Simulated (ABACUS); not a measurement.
Crystal: NaI.

```
I Na
1.0
     0.00000    3.23640    3.23640
     3.23640    0.00000    3.23640
     3.23640    3.23640    0.00000
I Na
1 1
Direct
  0.50000 0.50000 0.50000
  0.00000 0.00000 0.00000
```

```yaml
Program: ABACUS 3.10.1
Task: relaxation of cell and atoms
Functional: LDA
Potentials_or_basis: PseudoDojo NC SR 0.4.1 LDA stringent
Cutoff: 1211 eV
Density_cutoff: 4844 eV
Basis: plane waves
k_mesh: 6 × 6 × 6
Occupations: fermi-dirac, width 0.05 eV
Spin: no spin polarisation
```

At the start: pressure -1.7 GPa; volume 33.90 Å³/atom.

**Question.** How do energy, volume and symmetry change on relaxing?

**Answer.** Over 3 steps the energy falls by 18.3 meV/atom and the volume is 30.64 Å³/atom (-9.6 %); space group Fm-3m (No. 225, to 0.05 Å).

Step by step:
```csv
step,energy change (eV),largest force (eV/Å),pressure (GPa),volume (Å³)
1,0.0000,0.0000,-1.66,67.80
2,-0.0282,0.0000,-0.88,64.28
3,-0.0367,0.0000,0.01,61.29
```

Final structure:
```xyz
2
Lattice="0.0000 3.1293 3.1293 3.1293 0.0000 3.1293 3.1293 3.1293 0.0000" Properties=species:S:1:pos:R:3 pbc="T T T"
I     3.1293    3.1293    3.1293
Na    0.0000    0.0000    0.0000
```
